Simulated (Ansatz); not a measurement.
# How CaSe answers to pressure

```
Ca Se
1.0
     0.00000    2.97024    2.97024
     2.97024    0.00000    2.97024
     2.97024    2.97024    0.00000
Ca Se
1 1
Cartesian
  0.0000 0.0000 0.0000
  2.9702 2.9702 2.9702
```

Structure from Materials Project entry mp-1415 (possibly hypothetical), not relaxed further.

Level of theory: Ansatz 0.2.0, DFT, LDA, all-electron LAPW, scalar-relativistic.

Numerical set-up: a Γ-centred 9×9×9 k mesh, Fermi–Dirac smearing of 0.03 eV, basis error target 0.25 meV/atom, no spin polarisation.

The cell is scaled evenly with fractional coordinates held. Semilocal gaps are too small, but their slopes carry over better.

| V/V(cell) | P (GPa) | gap on the k mesh (eV) |
| --- | --- | --- |
| 0.9800 | -2.87 | 1.898 |
| 1.0000 | -3.73 | 1.945 |
| 1.0200 | -4.51 | 1.989 |
| 1.0400 | -5.21 | 2.029 |

(1) From the rows at 0.9800 and 1.0200, what is the bulk modulus at the cell's volume?

(2) What are the gap's volume deformation potential and pressure coefficient?

(3) Predict the row at V/V(cell) = 0.9600. How far is a linear estimate of P off?

Results:

(1) B = −ΔP/Δln V = −[(-4.51) − (-2.87)]/0.04001 = 41.0 GPa. This is the modulus at -3.73 GPa, not at zero pressure.

(2) dEg/dln V = (1.989 − 1.898)/0.04001 = 2.27 eV, and dEg/dP = −(dEg/dln V)/B = -55 meV/GPa: pressure narrows the gap.

(3) P = -1.89 GPa, gap 1.848 eV. The linear estimate P(cell) − B ln(V/V(cell)) = -2.06 GPa misses by 0.17 GPa, since the modulus grows under compression.
